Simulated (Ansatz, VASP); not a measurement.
**One calculation of MoH5, two programs**

```xyz
6
Lattice="3.0124 0.0000 0.0000 0.0000 3.0124 0.0000 0.0000 0.0000 3.4741" Properties=species:S:1:pos:R:3 pbc="T T T"
H     0.0000    1.5062    1.7371
H     1.5062    0.0000    1.7371
H     0.0000    0.0000    2.9875
H     0.0000    0.0000    0.4866
H     1.5062    1.5062    1.7371
Mo    1.5062    1.5062    0.0000
```

Alike in both runs: functional PBE; k mesh 12 × 12 × 12; occupations gaussian, width 0.1 eV; no spin polarisation.

Ansatz relaxed the structure, and its values are those at the end. VASP's run is a single point on that final structure, the one shown.

```csv
,VASP,Ansatz
version,VASP 6.6.1,Ansatz 0.2.0
potentials or method,"VASP PAW PBE potentials, release 64 (H, Mo_sv)","scalar-relativistic, plane waves, PAW"
plane-wave cutoff (eV),520,420
valence electrons in the cell,19,19
```

```tsv
	VASP	Ansatz	Ansatz less VASP
gap on the k mesh at the Fermi level (eV)	none	none	-
pressure (GPa)	-0.1	0.0	+0.05
```

A gap of «none» marks a metal or a gap that the smearing closes. The functional is the same, so the differences come from potentials, cutoffs and numerics.
